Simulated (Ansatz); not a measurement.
Runs of Ansatz 0.2.0 on BAs. Symmetry: F-43m, No. 216, cubic system. The conventional cell has a = 4.777 Å, b = 4.777 Å, c = 4.777 Å, α = 90.00°, β = 90.00°, γ = 90.00°. As (site symmetry -43m) is surrounded by 4 B at 2.07 Å. B (site symmetry -43m) has 4 As at 2.07 Å as nearest neighbours. 

| task | level | potentials or basis | spin | cell | k mesh | cutoff (eV) | smearing | basis error allowed | mesh quality | gap on the mesh (eV) | pressure (GPa) |
| --- | --- | --- | --- | --- | --- | --- | --- | --- | --- | --- | --- |
| single point | PBE | all-electron LAPW, scalar-relativistic | off | as given | 10 × 10 × 10 | 315 | gaussian 0.025 eV | 0.001 eV/atom | not flagged | 1.19 | 2.7 |
| phonons | LDA | all-electron LAPW, scalar-relativistic | off | as given | 7 × 7 × 7 | 341 | fermi-dirac 0.05 eV | 0.001 eV/atom | not flagged | 1.15 | - |
| single point | PBE | all-electron LAPW, scalar-relativistic | off | as given | 10 × 10 × 10 | 315 | gaussian 0.03 eV | 0.001 eV/atom | not flagged | 1.19 | 2.7 |
| band structure | LDA | all-electron LAPW, scalar-relativistic | off | as given | 10 × 10 × 10 | 316 | fermi-dirac 0.05 eV | 0.001 eV/atom | not flagged | 1.13 | -3.9 |
| band structure | PBEsol | all-electron LAPW, relativistic spinors | SOC, no magnetisation | as given | 7 × 7 × 7 | 318 | fermi-dirac 0.05 eV | 0.001 eV/atom | not flagged | (a) | -0.8 |
| single point | PBE | all-electron LAPW, scalar-relativistic | off | as given | 4 × 4 × 4 | 287 | fermi-dirac 0.04 eV | 0.002 eV/atom | coarse | 1.42 | (b) |
| single point | PBE | all-electron LAPW, scalar-relativistic | off | as given | 10 × 10 × 10 | 315 | gaussian 0.026 eV | 0.001 eV/atom | not flagged | 1.19 | 2.7 |
| Born charges and dielectric tensor | LDA | all-electron PAW datasets made for the crystal | off | as given | 10 × 10 × 10 | 290 | fixed | - | not flagged | 1.13 | - |
| single point | LDA | all-electron LAPW, scalar-relativistic | off | as given | 10 × 10 × 10 | 316 | gaussian 0.1 eV | 0.001 eV/atom | not flagged | 1.13 | -3.9 |
| relaxation of cell and atoms | RPBE+D4 | all-electron LAPW, scalar-relativistic | off | relaxed | 10 × 10 × 10 | - | fermi-dirac 0.05 eV | 0.001 eV/atom | not flagged | 1.18 | 0.0 |
| single point | PBE | all-electron LAPW, scalar-relativistic | off | as given | 10 × 10 × 10 | 315 | gaussian 0.012 eV | 0.001 eV/atom | not flagged | 1.19 | 2.7 |
| single point | PBE | all-electron LAPW, scalar-relativistic | off | as given | 10 × 10 × 10 | 315 | gaussian 0.023 eV | 0.001 eV/atom | not flagged | 1.19 | 2.7 |

Question: Estimate the missing entries.

Answer: (a) 1.04; (b) 3.3.

Caveats: some runs use coarse meshes; an odd mesh through Γ misses points on the zone boundary, where band edges often lie (some runs); the program warned that the printed levels may be off, so bands, gaps and densities of states are rough (some runs).

A k mesh can miss the band edges, and rows without SOC leave out spin-orbit coupling on As.

The runs don't all hold the same shells in valence.
